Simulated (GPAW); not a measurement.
# BAs (Pm-3m) in GPAW: convergence with smearing function

Aim: find how far smearing function must go before the results for BAs settle, at PBE. This setting moves, with any that are tied to it; all else stays.

Program: GPAW 26.7.0. These are calculated values, not measurements. Logs are shortened: lines on timing, memory, paths and dates and some standing lists are left out, and cuts for length are marked. The log counts tension as positive stress, the text compression.

### Step 1. Starting point

It takes space group Pm-3m (No. 221, cubic). The conventional cell has a = 2.934 Å, b = 2.934 Å, c = 2.934 Å, α = 90.00°, β = 90.00°, γ = 90.00°. B (site symmetry m-3m) has 8 As at 2.54 Å as nearest neighbours. Around As (site symmetry m-3m) lie 8 B at 2.54 Å.

The cell was built by a generator and needn't be a form met in nature.

### Step 2. With smearing function fermi-dirac

Contents of run.py:

```python
from ase.dft.bandgap import bandgap
from ase.io import read, write
from ase.units import GPa
from gpaw import GPAW, PW

atoms = read('POSCAR')

calc = GPAW(mode=PW(800),
            xc='PBE',
            kpts={'size': (9, 9, 9), 'gamma': True},
            occupations={'name': 'fermi-dirac', 'width': 0.1},
            nbands=11,
            convergence={'density': 1e-05, 'energy': 1e-05},
            maxiter=100,
            txt='gpaw.txt')
atoms.calc = calc
energy = atoms.get_potential_energy()
forces = atoms.get_forces()
stress = atoms.get_stress()
calc.write('gs.gpw')
write('result.traj', atoms)
print(f'Energy: {energy:.6f} eV')
print('Forces (eV/A):')
print(forces.round(4))
print('Stress (GPa):', (stress / GPa).round(3))
print('Fermi level:', round(calc.get_fermi_level(), 4), 'eV')
print(f'Gap: {bandgap(calc)[0]:.4f} eV, direct: {bandgap(calc, direct=True)[0]:.4f} eV')
```

Contents of POSCAR:

```
BAs
1.0
    2.9343700000      0.0000000000      0.0000000000
    0.0000000000      2.9343700000      0.0000000000
    0.0000000000      0.0000000000      2.9343700000
B As
1 1
Direct
    0.5000000000      0.5000000000      0.5000000000
    0.0000000000      0.0000000000      0.0000000000
```

Potentials or basis: GPAW PAW data sets (gpaw-data 1.2.1), pw.

On the command line:

```bash
$ OMP_NUM_THREADS=1 python run.py
```

gpaw.txt:

```text
__  _  _
 | _ |_)|_||  |
 |__||  | ||/\| - 26.7.0

Input parameters:
  mode=PW(ecut=800.0),
  convergence={'density': 1e-05, 'energy': 1e-05},
  kpts=MonkhorstPack(size=(9, 9, 9), gamma=True),
  maxiter=100,
  nbands=11,
  occupations=Occupations(name='fermi-dirac', width=0.1),
  xc=XC(name='PBE')

Diagonalizing LCAO Hamiltonian
Converting LCAO to pw mode
   .------.
  /|      |
 * |      |
 | | B    |
 | .------.
 |/      /
 As-----*

Atoms  # Å, Bohr magnetons
|   | symbol |        x |        y |        z |    initial magnetic moments |
|---|--------|----------|----------|----------|-----------------------------|
| 0 |      B | 1.467185 | 1.467185 | 1.467185 | ( 0.0000,  0.0000,  0.0000) |
| 1 |     As | 0.000000 | 0.000000 | 0.000000 | ( 0.0000,  0.0000,  0.0000) |

Unit cell  # Å
| periodic |        x |        y |        z |  lengths |    angles |
|----------|----------|----------|----------|----------|-----------|
|      yes | 2.934370 | 0.000000 | 0.000000 | 2.934370 | 90.000000 |
|      yes | 0.000000 | 2.934370 | 0.000000 | 2.934370 | 90.000000 |
|      yes | 0.000000 | 0.000000 | 2.934370 | 2.934370 | 90.000000 |

Number of symmetries: 48
Symmetry operations  # r_c * U_cc + t_c -> r_c
|    | kind |            matrix            |
|----|------|------------------------------|
|  0 |  E   |  1, 0, 0,  0, 1, 0,  0, 0, 1 |
|  1 |  σ   |  1, 0, 0,  0, 1, 0,  0, 0,-1 |
|  2 |  σ   |  1, 0, 0,  0, 0, 1,  0, 1, 0 |
|  3 |  C4  |  1, 0, 0,  0, 0, 1,  0,-1, 0 |
|  4 |  C4  |  1, 0, 0,  0, 0,-1,  0, 1, 0 |
|  5 |  σ   |  1, 0, 0,  0, 0,-1,  0,-1, 0 |
|  6 |  σ   |  1, 0, 0,  0,-1, 0,  0, 0, 1 |
|  7 |  C2  |  1, 0, 0,  0,-1, 0,  0, 0,-1 |
|  8 |  σ   |  0, 1, 0,  1, 0, 0,  0, 0, 1 |
|  9 |  C2  |  0, 1, 0,  1, 0, 0,  0, 0,-1 |
| 10 |  C3  |  0, 1, 0,  0, 0, 1,  1, 0, 0 |
| 11 |  S6  |  0, 1, 0,  0, 0, 1, -1, 0, 0 |
| 12 |  S6  |  0, 1, 0,  0, 0,-1,  1, 0, 0 |
| 13 |  C3  |  0, 1, 0,  0, 0,-1, -1, 0, 0 |
| 14 |  C4  |  0, 1, 0, -1, 0, 0,  0, 0, 1 |
| 15 |  S4  |  0, 1, 0, -1, 0, 0,  0, 0,-1 |
| 16 |  C3  |  0, 0, 1,  1, 0, 0,  0, 1, 0 |
[... 131 lines left out ...]
  Converge bands: occupied
  niter=2

density mixing:
  MSR1-Mixer
  Pratt-step length: 0.05
  Maximum mixing coefficient: 0.75
  Old densities: 10
  SVD Regularization: 0.005
  Good broyden scale: 1.0
  Trust region scale: 1.0
  Backstep threshold: 4.0
  History deletion threshold: 6.0
  Fourier metric: weight=20.0, sigma=0.015

occupation numbers:
  Fermi-Dirac:
    width: 0.1000  # eV

poisson solver:
  ecut: 6400.0  # eV

xc functional:
  name: PBE with 2 nearest neighbor stencil

convergence criteria:
- Maximum integral of absolute [dens]ity change: 1e-05 electrons / valence electron
- Maximum [total energy] change in last 3 cyles: 1e-05 eV / valence electron
- Maximum integral of absolute [eigenst]ate change: 4e-08 eV^2 / valence electron
maximum number of iterations: 100

SCF iterations
|iter     | |      energy | eigst |  dens |
|---------|-|-------------|-------|-------|
|iter:   1| |   -8.476120 | -0.29 |       |
|iter:   2| |   -8.445471 | -2.52 | -1.08 |
|iter:   3| |   -8.337398 | -2.69 | -1.13 |
|iter:   4| |   -8.336935 | -4.51 | -1.90 |
|iter:   5| |   -8.336801 | -4.80 | -2.24 |
|iter:   6| |   -8.336801 | -6.49 | -3.31 |
|iter:   7| |   -8.336801c| -7.29 | -3.76 |
|iter:   8| |   -8.336801c| -8.54c| -4.86 |
|iter:   9| |   -8.336801c| -9.35c| -5.39c|

Converged in 9 steps
Energy contributions relative to reference atoms: (reference = -62172.463167)

Energy contributions:
  Kinetic:           9.552853
  Coulomb:          -7.455864
  Zero:             -0.000927
  External:          0.000000
  Xc:              -10.415573
  Entropy:          -0.034582
  Spinorbit:         0.000000
  ----------------------------
  Free energy:      -8.354092
  Extrapolated:     -8.336801

dipole moment: (-9.768476, -9.768476, -9.768476)  # |e|*Ang

Fermi level: 9.106
Eigenvalues  # (at kpt = [0.000, 0.000, 0.000])
| band index |      eig [eV] | occ [0-2] |
|------------|---------------|-----------|
|          0 |        -6.559 |     2.000 |
|          1 |         8.354 |     1.999 |
|          2 |         8.354 |     1.999 |
|          3 |         8.354 |     1.999 |
|          4 |         8.949 |     1.655 |
|          5 |        14.871 |     0.000 |
|          6 |        14.871 |     0.000 |
|          7 |        18.506 |     0.000 |
|          8 |        18.506 |     0.000 |
|          9 |        18.506 |     0.000 |
|         10 |        28.361 |     0.000 |

No gap
No difference between direct/indirect transitions

Forces  # eV/Ang
|        x |        y |        z |
|----------|----------|----------|
| -0.00000 |  0.00000 | -0.00000 |  # B    0
| -0.00000 | -0.00000 |  0.00000 |  # As   1

Stress tensor  # eV/Ang^3
|         x |         y |         z |
|-----------|-----------|-----------|
| -0.002166 | -0.000000 |  0.000000 |
| -0.000000 | -0.002166 |  0.000000 |
|  0.000000 |  0.000000 | -0.002166 |

# Writing to gs.gpw (mode='')
```

stdout:

```text
Energy: -8.336801 eV
Forces (eV/A):
[[-0.  0. -0.]
 [-0. -0.  0.]]
Stress (GPa): [-0.347 -0.347 -0.347  0.     0.    -0.   ]
Fermi level: 9.1061 eV
Gap: 0.0000 eV, direct: 0.0000 eV
```

It took 8.3 s on 1 thread of Arm Neoverse V1, shared host; peak memory 0.14 GiB.

Results:

```yaml
Free_energy: -8.3541 eV
Pressure: 0.3 GPa
Band_gap_on_the_k_mesh: none (metal or under the smearing width)
```

### Step 3. With smearing function gaussian

Changes to run.py since step 2:

```diff
@@ -10,3 +10,3 @@
             kpts={'size': (9, 9, 9), 'gamma': True},
-            occupations={'name': 'fermi-dirac', 'width': 0.1},
+            occupations={'name': 'methfessel-paxton', 'order': 0, 'width': 0.1},
             nbands=11,
```

POSCAR is that of step 2.

Potentials or basis: GPAW PAW data sets (gpaw-data 1.2.1), pw.

On the command line:

```bash
$ OMP_NUM_THREADS=1 python run.py
```

Wall time 8.2 s (1 thread of Arm Neoverse V1, shared host); peak memory 0.14 GiB.

It converged, with:

| Property | Result |
| --- | --- |
| Free energy | -8.3384 eV |
| Pressure | 0.3 GPa |
| Band gap on the k mesh | none (metal or under the smearing width) |

### Step 4. With smearing function marzari-vanderbilt

Changes to run.py since step 3:

```diff
@@ -10,3 +10,3 @@
             kpts={'size': (9, 9, 9), 'gamma': True},
-            occupations={'name': 'methfessel-paxton', 'order': 0, 'width': 0.1},
+            occupations={'name': 'marzari-vanderbilt', 'width': 0.1},
             nbands=11,
```

POSCAR is that of step 3.

On the command line:

```bash
$ OMP_NUM_THREADS=1 python run.py
```

Wall time 8.2 s (1 thread of Arm Neoverse V1, shared host); peak memory 0.14 GiB.

Results (log left out):

| Item | Value |
| --- | --- |
| Free energy | -8.3347 eV |
| Pressure | 0.3 GPa |
| Band gap on the k mesh | none (metal or under the smearing width) |

### Step 5. With smearing function methfessel-paxton

Changes to run.py since step 4:

```diff
@@ -10,3 +10,3 @@
             kpts={'size': (9, 9, 9), 'gamma': True},
-            occupations={'name': 'marzari-vanderbilt', 'width': 0.1},
+            occupations={'name': 'methfessel-paxton', 'width': 0.1, 'order': 1},
             nbands=11,
```

POSCAR is that of step 4.

On the command line:

```bash
$ OMP_NUM_THREADS=1 python run.py
```

Run time: 8.2 s. Hardware: 1 thread of Arm Neoverse V1, shared host; peak memory 0.14 GiB.

Results (log left out):

```
Free energy            : -8.3350 eV
Pressure               : 0.2 GPa
Band gap on the k mesh : none (metal or under the smearing width)
```

### Step 6. With smearing function tetrahedron-method

Changes to run.py since step 5:

```diff
@@ -10,3 +10,3 @@
             kpts={'size': (9, 9, 9), 'gamma': True},
-            occupations={'name': 'methfessel-paxton', 'width': 0.1, 'order': 1},
+            occupations={'name': 'tetrahedron-method'},
             nbands=11,
```

POSCAR is that of step 5.

Potentials or basis: GPAW PAW data sets (gpaw-data 1.2.1), pw.

On the command line:

```bash
$ OMP_NUM_THREADS=1 python run.py
```

It took 9.4 s on 1 thread of Arm Neoverse V1, shared host; peak memory 0.14 GiB.

The run converged. Its results:

```
Free energy            : -8.0799 eV
Pressure               : 1.8 GPa
Band gap on the k mesh : none (metal or under the smearing width)
```

### Step 7. With smearing function improved-tetrahedron-method

Changes to run.py since step 6:

```diff
@@ -10,3 +10,3 @@
             kpts={'size': (9, 9, 9), 'gamma': True},
-            occupations={'name': 'tetrahedron-method'},
+            occupations={'name': 'improved-tetrahedron-method'},
             nbands=11,
```

POSCAR is that of step 6.

On the command line:

```bash
$ OMP_NUM_THREADS=1 python run.py
```

Wall time 9.3 s (1 thread of Arm Neoverse V1, shared host); peak memory 0.14 GiB.

The run converged. Its results:

```yaml
Free_energy: -8.3467 eV
Pressure: 0.4 GPa
Band_gap_on_the_k_mesh: none (metal or under the smearing width)
```

### Step 8. With smearing function fixed

Changes to run.py since step 7:

```diff
@@ -10,3 +10,3 @@
             kpts={'size': (9, 9, 9), 'gamma': True},
-            occupations={'name': 'improved-tetrahedron-method'},
+            occupations={'width': 0.0},
             nbands=11,
```

POSCAR is that of step 7.

On the command line:

```bash
$ OMP_NUM_THREADS=1 python run.py
```

Run time: 7.9 s. Hardware: 1 thread of Arm Neoverse V1, shared host; peak memory 0.14 GiB.

It converged, with:

```
Free energy            : -8.3344 eV
Pressure               : 0.1 GPa
Band gap on the k mesh : none (metal or under the smearing width)
```

### Step 9. Summary

```tsv
smearing function	energy less the tightest run, at zero smearing (meV/atom)	pressure (GPa)	SCF cycles	CPU time (s)	peak memory (GiB)
fermi-dirac	-1.21	0.35	9	8.3	0.14
gaussian	-0.35	0.31	9	8.2	0.14
marzari-vanderbilt	-0.17	0.33	9	8.2	0.14
methfessel-paxton	-0.13	0.23	9	8.2	0.14
tetrahedron-method	127.25	1.82	9	9.4	0.14
improved-tetrahedron-method	-6.17	0.40	9	9.3	0.14
fixed	0.00	0.06	9	7.9	0.14
```

Not settled before the last step: the energy (to 1 meV/atom), the pressure (to 0.1 GPa). Narrower smearing needs a denser k mesh, so at a fixed mesh the narrowest width isn't the most accurate. The tightest run that finished is the yardstick and may itself not be fully converged.
